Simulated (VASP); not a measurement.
A run of VASP 6.6.1:

File INCAR:

```
SYSTEM = Al
PREC = Accurate
ENCUT = 600
EDIFF = 1E-6
ISMEAR = -1
SIGMA = 0.08
LREAL = .False.
LASPH = .True.
NELM = 100
ALGO = Normal
ISIF = 3
LWAVE = .False.
LCHARG = .False.
GGA = PE
IBRION = 2
NSW = 100
EDIFFG = -0.005
```

KPOINTS

```
regular mesh
0
Gamma
  9 9 9
  0 0 0
```

The input POSCAR:

```
Al
1.0
    0.0000000000      3.0544880975      3.0544880975
    3.0544880975      0.0000000000      3.0544880975
    3.0544880975      3.0544880975      0.0000000000
Al
2
Direct
    0.0000000000      0.0000000000      0.0000000000
    0.2500000000      0.2500000000      0.2500000000
```

Potentials or basis: VASP PAW PBE potentials, release 64 (Al).

Run with:

```bash
$ cat potpaw_PBE.64/Al/POTCAR > POTCAR
$ mpirun -np 1 vasp_std > vasp.out
```

Hardware: 1 thread of Intel(R) Xeon(R) Platinum 8488C (Sapphire Rapids), with other jobs on the host.

**Question.** How long does it take, and how much memory?

**Answer.** It took 24 s on 1 thread of Intel(R) Xeon(R) Platinum 8488C (Sapphire Rapids), on a shared host, peak memory 0.2 GiB. Counts: scf iterations 20, k points 35, ion steps 3.
